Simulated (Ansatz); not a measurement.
# CuCl: modes and screening against the lattice constant

These are results of DFT r2SCAN+D3(BJ), scalar-relativistic, plane waves, PAW (Ansatz), not measurements. Cutoff 500 eV, 10×10×10 k-points (Γ-centred), fixed occupations. No spin polarisation. Phonons by linear response, acoustic sum rule imposed.

The cell is fixed (symmetry leaves no force on the atoms) and stands under 3.9 GPa:
```yaml
crystal:
  lattice:
    - [0.00000, 2.61210, 2.61210]
    - [2.61210, 0.00000, 2.61210]
    - [2.61210, 2.61210, 0.00000]
  atoms:
    - { symbol: Cu, position: [0.00000, 0.00000, 0.00000] }
    - { symbol: Cl, position: [0.25000, 0.25000, 0.25000] }
```

The cell is the ideal cubic zincblende prototype.

How do the optical zone-centre modes (counted from the lowest optical one, degenerate ones once; i marks imaginary ones; without the LO field) and the screening change over a = 5.224 and 5.314 Å?

Answers

| a (Å) | 5.224 | 5.314 |
| --- | --- | --- |
| pressure (GPa) | 3.9 | 0.2 |
| gap on the mesh (eV) | 1.15 | 1.02 |
| ε∞ | 4.62 | 4.53 |
| ε0 | 6.0 | 6.5 |
| mode 1 (cm⁻¹) | 200 | 170 |

Cost: 2 runs of about 17 core-minutes in all, on Arm Neoverse N1 (shared hosts).